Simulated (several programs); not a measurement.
Many methods on one cell: MgTe (F-43m)

MgTe (F-43m) from a database of computed structures, relaxed with r2SCAN in Ansatz, was computed with several methods. The symmetry is F-43m (No. 216, cubic); conventional cell a = 6.466 Å, 33.80 Å³ an atom. Mg has 4 Te at 2.80 Å; Te has 4 Mg at 2.80 Å. (Simulation; spin polarisation is off.)

```cif
data_structure
_symmetry_space_group_name_H-M 'P 1'
_symmetry_Int_Tables_number 1
_cell_length_a 4.5723
_cell_length_b 4.5723
_cell_length_c 4.5723
_cell_angle_alpha 60.000
_cell_angle_beta 60.000
_cell_angle_gamma 60.000
_cell_volume 67.59
loop_
_atom_site_label
_atom_site_type_symbol
_atom_site_fract_x
_atom_site_fract_y
_atom_site_fract_z
_atom_site_occupancy
Mg1 Mg 0.00000 0.00000 0.00000 1
Te1 Te 0.75000 0.75000 0.75000 1
```

Gaps and times are for a single point on this cell; volume and bulk modulus come from each method's own relaxation or energy curve at fixed shape. Times are rough, from shared hosts (Arm Neoverse N1; Arm Neoverse V1; Arm Neoverse V2), and each method has its own mesh and cell size. PM6 (MOPAC), PM7 (MOPAC), GFN1-xTB (tblite), GFN2-xTB (tblite) treat a cluster of cells at its zone centre, which samples few k points: where these miss a band edge, the gap comes out too large for that reason alone. Gaps from k meshes are read at a limited set of points (mesh, symmetry points, PBE's band edges), so each method's own least gap may be somewhat smaller. xTB and the PM methods were fitted mostly to molecules, and can miss a solid's gap by electronvolts. Minimal bases can be far off for gaps. Times of the plane-wave ladder aren't listed, since it ran on unlike processors and cards. GLLB-SC's gap includes the derivative discontinuity. G0W0 is at finite bands, cutoff and mesh. d marks a direct gap, i an indirect one (no mark: not told apart), a dash a value that wasn't computed or didn't pass its checks.

```
                               method              kind  gap (eV)  own volume (Å³/atom)  bulk modulus (GPa)  atoms computed  processor time
                               PBEsol         semilocal         –                 33.39                   –               2               –
 light PBE (260 eV and a coarse mesh)  light plane-wave    2.39 d                     –                   –               2           0.8 s
                          PM6 (MOPAC)    semi-empirical      6.81                     –                   –         cluster           1.5 s
                          PM7 (MOPAC)    semi-empirical     10.01                     –                   –         cluster           1.9 s
                    GFN1-xTB (tblite)     tight binding      1.36                     –                   –         cluster           2.1 s
                                  LDA         semilocal    2.18 d                 32.30                   –               2               –
                                  PBE         semilocal    2.42 d                 34.48                  34               2               –
               PBE/single zeta (GPAW)       small basis    2.20 d                     –                   –               2           4.2 s
                    GFN2-xTB (tblite)     tight binding      1.29                 35.13                  29         cluster             5 s
                       PBE/SZV (CP2K)       small basis    1.61 d                     –                   –               2           5.7 s
                               r2SCAN         semilocal    3.10 d                 33.80                  37               2               –
                       GLLB-SC (GPAW)   model potential      4.49                     –                   –               2            10 s
                      PBE/DZVP (CP2K)       small basis    2.23 d                     –                   –               2            11 s
                              PBE+SOC         semilocal    2.15 d                     –                   –               2               –
                              LC-ωPBE            hybrid    7.76 d                     –                   –               2               –
                             DDH-PBE0            hybrid    3.48 d                     –                   –               2               –
                            HSE06+SOC            hybrid    2.99 d                     –                   –               2               –
   G0W0@LDA (140 eV screening cutoff)         many-body      3.47                     –                   –               2               –
G0W0@r2SCAN (140 eV screening cutoff)         many-body      3.97                     –                   –               2               –
                                 PBE0            hybrid    3.90 d                     –                   –               2               –
                                HSE06            hybrid    3.27 d                 33.87                   –               2               –
 G0W0@HSE06 (140 eV screening cutoff)         many-body      4.04                     –                   –               2               –
                         Hartree-Fock    exact exchange    8.77 i                     –                   –               2               –
   G0W0@PBE (220 eV screening cutoff)         many-body      3.64                     –                   –               2               –
```

Against HSE06 (3.27 eV) and with closed or daggered gaps left aside, the nearest gap at the points sampled is that of r2SCAN (-0.17 eV) and the farthest that of PM7 (MOPAC) (+6.74 eV). HSE06 is only a yardstick of convenience, and nearness to it can be luck.

Volumes against r2SCAN's: PBEsol -1.2 %, LDA -4.4 %, PBE +2.0 %, GFN2-xTB (tblite) +3.9 %, HSE06 +0.2 %.

Only the rows marked +SOC include spin-orbit coupling.
